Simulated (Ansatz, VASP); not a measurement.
# PbSe: VASP beside Ansatz

```
Pb Se
1.0
     3.80938    0.00000    0.00000
     0.00000    3.80938    0.00000
     0.00000    0.00000    3.80938
Pb Se
1 1
Direct
  0.00000 0.00000 0.00000
  0.50000 0.50000 0.50000
```

Measurements of this composition are mostly on another form, of space group No. 225.

Alike in both runs: task single point; functional PBEsol; k mesh 7 × 7 × 7; occupations fermi-dirac, width 0.05 eV; no spin polarisation.

|  | VASP | Ansatz |
| --- | --- | --- |
| version | VASP 6.6.1 | Ansatz 0.2.0 |
| potentials or method | VASP PAW PBE potentials, release 64 (Pb_d, Se) | Ansatz PAW |
| plane-wave cutoff (eV) | 520 | 420 |
| valence electrons in the cell | 20 | 30 |

|  | VASP | Ansatz | Ansatz less VASP |
| --- | --- | --- | --- |
| gap on the k mesh at the Fermi level (eV) | none | none | - |
| pressure (GPa) | -4.0 | -4.0 | 0.00 |

A gap of «none» marks a metal or a gap that the smearing closes. With one functional, cell and mesh, what is left measures potentials, basis and numerics. The two sets of potentials don't hold the same shells in valence.

Caveats: the PAW data sets were made with another functional, which shifts forces and pressure a little (VASP); the PAW data sets come from PBE, with cores solved anew for the run's functional, which leaves a small shift of forces and pressure (Ansatz). The runs have no spin-orbit coupling, so splittings on Pb are missing.
